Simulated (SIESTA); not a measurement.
LiCl:

```
Cl Li
1.0
     0.00000    2.56477    2.56477
     2.56477    0.00000    2.56477
     2.56477    2.56477    0.00000
Cl Li
1 1
Direct
  0.50000 0.50000 0.50000
  0.00000 0.00000 0.00000
```

Base run:

* Program: SIESTA 5.4.2
* Functional: PBEsol
* Potentials or basis: PseudoDojo 0.4 standard (PBEsol files)
* Basis: DZP (energy shift 0.003 Ry; two zetas on semicore shells)
* Grid cutoff: 800 Ry
* Energy shift: 0.003 Ry
* k mesh: 9 × 9 × 9
* Occupations: fermi-dirac, width 0.05 eV
* Spin: no spin polarisation

Its results: band gap on the k mesh 6.38 eV, direct; pressure -0.9 GPa.

**Question.** After a change of settings the same cell gave: band gap on the k mesh 6.55 eV, direct; pressure 0.7 GPa. Which change was it?
A. functional from PBEsol to PW91; potentials or basis from PseudoDojo 0.4 standard (PBEsol files) to PseudoDojo 0.4 standard (PBE files)
B. functional from PBEsol to RPBE; potentials or basis from PseudoDojo 0.4 standard (PBEsol files) to PseudoDojo 0.4 standard (PBE files)
C. functional from PBEsol to revPBE; potentials or basis from PseudoDojo 0.4 standard (PBEsol files) to PseudoDojo 0.4 standard (PBE files)
D. functional from PBEsol to BLYP; potentials or basis from PseudoDojo 0.4 standard (PBEsol files) to PseudoDojo 0.4 standard (PBE files)

**Answer.** A.

Caveats: an odd mesh through Γ misses points on the zone boundary, where band edges often lie; the basis of atomic orbitals isn't converged, which shifts pressures, moduli and gaps; the potentials were made for another functional, which shifts forces and pressure (some runs).
